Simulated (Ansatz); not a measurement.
A correction line for CAM-B3LYP/6-31G* (spherical functions): atomisation enthalpy at 298 K

The atomisation enthalpy at 298 K in kJ/mol of 7 carbon molecules: x at CAM-B3LYP/6-31G* (spherical functions), y from tabulated heats of molecules and atoms (Active Thermochemical Tables, CRC Handbook of Chemistry and Physics). Shapes, held fixed at every level: PBE0-D4/def2-TZVP. Flexible molecules stand in one conformer, not always the lowest. Computed values hold a harmonic thermal term (B3LYP/6-31G*, PBE/def2-SVP, PBE0-D4/def2-TZVP) and the atoms' spin-orbit lowering. Programs: Ansatz 0.2.0.

| molecule | x (kJ/mol) | y (kJ/mol) |
| --- | --- | --- |
| C3H7Cl (1-chloropropane) | 3940 | 3930 |
| C4H6 (1,3-butadiene) | 4071 | 4065 |
| C4H8 (cyclobutane) | 4615 | 4584 |
| C4H8 (1-butene) | 4628 | ? |
| C4H8 (isobutene) | 4644 | 4629 |
| C4H9Cl (1-chlorobutane) | 5121 | 5105 |
| C5H8 (2,3-pentadiene) | 5213 | 5195 |

Task: Fit y = c + s·x to the known rows and predict y for C4H8 (1-butene).

Result: 
1. Means of the 6 rows: x = 4600.67, y = 4584.7.
2. Σ(Δx)² = 1364809, Σ(Δx·Δy) = 1354152, so the slope is 1354152/1364809 = 0.99219.
3. Intercept: 4584.7 − (0.99219) × 4600.67 = 20.0. The largest residual of the fit is 15.
4. C4H8 (1-butene): 20.0 + 0.99219 × 4628 = 4612 kJ/mol.

The tabulated heats give 4612 kJ/mol, so the prediction is off by 0 kJ/mol: they agree to the digits shown. Uncorrected, CAM-B3LYP/6-31G* (spherical functions) misses it by +16 kJ/mol, and the other rows by 16 on average. The line removes about 100 % of this miss. Left out in turn, the other rows are missed by 7 kJ/mol on average, so much of the error is systematic among these molecules. The heats of C3H7Cl, C4H9Cl come from older tables and can be uncertain by 10 kJ/mol or more.
